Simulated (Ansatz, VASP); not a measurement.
## One calculation of Mn, two programs

```
Mn
1.0
     2.45150    0.00000    0.00000
    -1.22575    2.12306    0.00000
     0.00000    0.00000    2.10251
Mn
1
Direct
  0.00000 0.00000 0.00000
```

Alike in both runs: functional PBEsol; k mesh 27 × 27 × 26; occupations gaussian, width 0.1 eV; no spin polarisation.

Ansatz relaxed the structure, and its values are those at the end. VASP's run is a single point on that final structure, the one shown.

```csv
,VASP,Ansatz
version,VASP 6.6.1,Ansatz 0.2.0
potentials or method,"VASP PAW PBE potentials, release 64 (Mn_pv)","scalar-relativistic, plane waves, PAW"
plane-wave cutoff (eV),520,420
valence electrons in the cell,13,15
```

|  | VASP | Ansatz | Ansatz less VASP |
| --- | --- | --- | --- |
| gap on the k mesh at the Fermi level (eV) | none | none | - |
| pressure (GPa) | 0.5 | 0.0 | -0.56 |

A gap of «none» marks a metal or a gap that the smearing closes. The two sets of potentials don't hold the same shells in valence.

Caveats: the PAW data sets were made with another functional, which shifts forces and pressure a little (VASP); the run has no spin polarisation, though such a crystal can be magnetic. Spin polarisation is off, so any magnetic state and its effect on volume and gap are missing.
